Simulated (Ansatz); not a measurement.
The cell is Na2S (antifluorite); cell and atoms were relaxed with r2SCAN. It is cubic, Fm-3m (No. 225); a = 6.511 Å in the conventional setting, 23.00 Å³ an atom. Around S lie 8 Na at 2.82 Å; around Na lie 4 S at 2.82 Å.

```cif
data_structure
_symmetry_space_group_name_H-M 'Fm-3m'
_symmetry_Int_Tables_number 225
_cell_length_a 6.5109
_cell_length_b 6.5109
_cell_length_c 6.5109
_cell_angle_alpha 90.000
_cell_angle_beta 90.000
_cell_angle_gamma 90.000
_cell_volume 276.00
loop_
_atom_site_label
_atom_site_type_symbol
_atom_site_symmetry_multiplicity
_atom_site_Wyckoff_symbol
_atom_site_fract_x
_atom_site_fract_y
_atom_site_fract_z
_atom_site_occupancy
S1 S 4 a 0.00000 0.00000 0.00000 1
Na1 Na 8 c 0.25000 0.75000 0.75000 1
```

4 runs of Ansatz 0.2.0 on this cell differ in the functional (and in the settings that go with it). Levels are in eV from each run's valence top; v1 is the last filled band, c1 the first empty one.

Run A, mean stress 0.0 GPa (compression positive):
```tsv
point	v2	v1	c1	c2
Γ	0.00	0.00	3.09	8.43
X	-0.46	-0.46	4.20	6.76
U	-0.93	-0.35	4.93	7.18
```

Run B, mean stress +0.1 GPa (compression positive):
```tsv
point	v2	v1	c1	c2
Γ	0.00	0.00	4.20	9.71
X	-0.52	-0.52	5.47	7.93
U	-1.03	-0.40	6.22	8.39
```

Run C, mean stress +0.8 GPa (compression positive):
```tsv
point	v2	v1	c1	c2
Γ	0.00	0.00	2.53	7.77
X	-0.46	-0.46	3.85	6.04
U	-0.94	-0.35	4.56	6.47
```

Run D, mean stress +0.2 GPa (compression positive):
```tsv
point	v2	v1	c1	c2
Γ	0.00	0.00	3.53	8.96
X	-0.51	-0.51	4.78	7.19
U	-1.00	-0.39	5.53	7.65
```

Q: Match the runs to PBE, r2SCAN, HSE06, PBE0.

A: A is r2SCAN, B is PBE0, C is PBE, D is HSE06. In order of the gap: PBE 2.53, r2SCAN 3.09, HSE06 3.53, PBE0 4.20 eV.

Spin-unpolarised throughout; all numbers are computed.

The stress of a hybrid is loosely converged in these runs.
